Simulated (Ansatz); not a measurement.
# BaTiO3: the cost of one run

Computed with Ansatz 0.2.0 (DFT PBE, scalar-relativistic, plane waves, PAW, unless a step's input says otherwise).

### 1 The starting structure

Symmetry: R3m, No. 160, trigonal system. Conventional cell: a = 5.655 Å, b = 5.655 Å, c = 6.955 Å, α = 90.00°, β = 90.00°, γ = 120.00°. Ba (site symmetry 3m) is surrounded by 12 O at 2.79 to 2.89 Å. Ti (site symmetry 3m) has 6 O at 1.87 to 2.14 Å as nearest neighbours. Around O (site symmetry m) lie 2 Ti at 1.87 to 2.14 Å.

Coordinates:

```cif
data_structure
_symmetry_space_group_name_H-M 'P 1'
_symmetry_Int_Tables_number 1
_cell_length_a 4.0042
_cell_length_b 4.0042
_cell_length_c 4.0042
_cell_angle_alpha 89.837
_cell_angle_beta 89.837
_cell_angle_gamma 89.837
_cell_volume 64.20
loop_
_atom_site_label
_atom_site_type_symbol
_atom_site_fract_x
_atom_site_fract_y
_atom_site_fract_z
_atom_site_occupancy
Ba1 Ba 0.00000 0.00000 0.00000 1
Ti1 Ti 0.48450 0.48450 0.48450 1
O1 O 0.50860 0.50860 0.01750 1
O2 O 0.01750 0.50860 0.50860 1
O3 O 0.50860 0.01750 0.50860 1
```

The structure comes from the Crystallography Open Database.

(A quick probe on a coarse mesh, which set the mesh and smearing, is not shown.)

### 3 Reference: the cell as listed

Contents of input.yaml:

```yaml
crystal:
  lattice:
    - [2.8273666084, 1.6323808724, 2.3183934932]
    - [-2.8273666084, 1.6323808724, 2.3183934932]
    - [0.0, -3.2647617449, 2.3183934932]
  atoms:
    - { symbol: Ba, position: [0.0, 0.0, 0.0] }
    - { symbol: Ti, position: [0.4845, 0.4845, 0.4845] }
    - { symbol: O, position: [0.5086, 0.5086, 0.0175] }
    - { symbol: O, position: [0.0175, 0.5086, 0.5086] }
    - { symbol: O, position: [0.5086, 0.0175, 0.5086] }
basis:
  ecutwfc: 420
kpoints:
  mp_grid: { grid: [9, 9, 9] }
hamiltonian:
  xc: pbe
scf:
  occupations: { method: gaussian, width: 0.02 }
output:
  forces: true
  stress: true
  eigenvalues: true
  populations: true
  write_density: true
  write_potential: true
  elf: true
  volumetric_format: npy
```

The run is started by

```
ansatz run input.yaml --threads 1 --pin off --max-ram 2560MiB --backend cpu --events-out ev --progress --plain --runs-dir out
```

What time and memory should one allow on 1 thread of Arm Neoverse V2, shared host?

About 20 s, with a peak of 0.49 GiB.
